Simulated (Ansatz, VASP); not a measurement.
**LiF: VASP beside Ansatz**

File INCAR:

```
PREC = Accurate ; ENCUT = 520
EDIFF = 1E-7 ; ISMEAR = 0
SIGMA = 0.01 ; LREAL = F
LASPH = T ; NELM = 80
ALGO = Normal ; ISIF = 2
LWAVE = F ; LCHARG = F
GGA = PS ; IVDW = 12
NBANDS = 12
```

The input KPOINTS:

```
Automatic mesh
0
Gamma
  8 8 8
```

File POSCAR:

```
LiF
1.0
    2.5162584438      0.0000000000      0.0000000000
    0.0000000000      2.5162584438      0.0000000000
    0.0000000000      0.0000000000      2.5162584438
Li F
1 1
Direct
    0.0000000000      0.0000000000      0.0000000000
    0.5000000000      0.5000000000      0.5000000000
```

Input for Ansatz:

```yaml
crystal:
  lattice:
    - [2.5162584438, 0.0, 0.0]
    - [0.0, 2.5162584438, 0.0]
    - [0.0, 0.0, 2.5162584438]
  atoms:
    - { symbol: Li, position: [0.0, 0.0, 0.0] }
    - { symbol: F, position: [0.5, 0.5, 0.5] }
kpoints:
  mp_grid: { grid: [8, 8, 8] }
hamiltonian:
  xc: pbesol
  dispersion: d3bj
scf:
  occupations: { method: fixed }
  n_extra_bands: 4
output:
  forces: true
  stress: true
  eigenvalues: true
```

Alike in both runs: task single point; functional PBEsol; dispersion D3(BJ); k mesh 8 × 8 × 8; no spin polarisation.

|  | VASP | Ansatz |
| --- | --- | --- |
| version | VASP 6.6.1 | Ansatz 0.2.0 |
| potentials or method | VASP PAW PBE potentials, release 64 (Li_sv, F) | plane waves |
| plane-wave cutoff (eV) | 520 | 420 |
| occupations | gaussian, width 0.01 eV | fixed |
| valence electrons in the cell | 10 | 10 |

```tsv
	VASP	Ansatz	Ansatz less VASP
gap on the k mesh at the Fermi level (eV)	7.81	7.80	-0.014
dispersion energy (meV/atom)	-147.8	-147.9	-0.04
```

 A k mesh can miss the band edges. PBEsol gaps usually lie below the measured ones, often by a third to a half.
